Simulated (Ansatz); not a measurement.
## Does relaxation matter for the field gradients of PbF₂?

Start: an entry of the Crystallography Open Database (COD).

Space group Pnma (No. 62); a = 6.4400, b = 3.8990, c = 7.6510 Å.

```csv
site,Wyckoff,site symmetry,x,y,z
Pb,4c,.m.,0.2527,0.2500,0.1042
F5,4c,.m.,0.8623,0.2500,0.0631
F9,4c,.m.,0.4662,0.2500,0.8457
```

One atom of each set is listed.

Computed with Ansatz: DFT, PBE, plane waves and PAW (field gradients read without the response of the frozen cores, which leaves them typically 4 to 6 % off), scalar-relativistic, 420 eV cutoff, Γ-centred 3×5×3 k-points, Fermi–Dirac smearing 0.02 eV.

The largest force at the start is 0.15 eV/Å. Relaxing the ions at fixed cell moves them by 0.058 Å at most (atom 9, F) and 0.042 Å rms. End positions:

Pb (0.2557, 0.2500, 0.1050)
F5 (0.8592, 0.2500, 0.0675)
F9 (0.4750, 0.2500, 0.8440)

```json
{"site": "Pb", "moved (Å)": "0.020", "first shell before": "9 F at 2.41–3.03 Å", "first shell after": "9 F at 2.45–3.06 Å", "V_zz before (10²¹ V/m²)": "-4.91", "η before": "0.11"}
{"site": "F5", "moved (Å)": "0.039", "first shell before": "4 Pb at 2.45–2.64 Å", "first shell after": "4 Pb at 2.47–2.59 Å", "V_zz before (10²¹ V/m²)": "-2.26", "η before": "0.33"}
{"site": "F9", "moved (Å)": "0.058", "first shell before": "5 Pb at 2.41–3.03 Å", "first shell after": "5 Pb at 2.45–3.06 Å", "V_zz before (10²¹ V/m²)": "1.48", "η before": "0.34"}
```

Problem. What are V_zz and η after the relaxation?

Solution. 

| site | V_zz after | η after | change of V_zz |
| --- | --- | --- | --- |
| Pb | -3.48 | 0.47 | +1.43 |
| F5 | -1.90 | 0.49 | +0.36 |
| F9 | 1.08 | 0.93 | -0.40 |

The largest change of V_zz is on Pb, from -4.91 to -3.48. In per cent, |V_zz| changes by -29 on Pb, -27 to -16 on F (all sites that start above 0.5). Where |V_zz| stays above 0.1, η moves most on F9, from 0.34 to 0.93.

Spin–orbit coupling is left out, which shifts gradients on Pb by a few per cent, and by more where contributions nearly cancel.
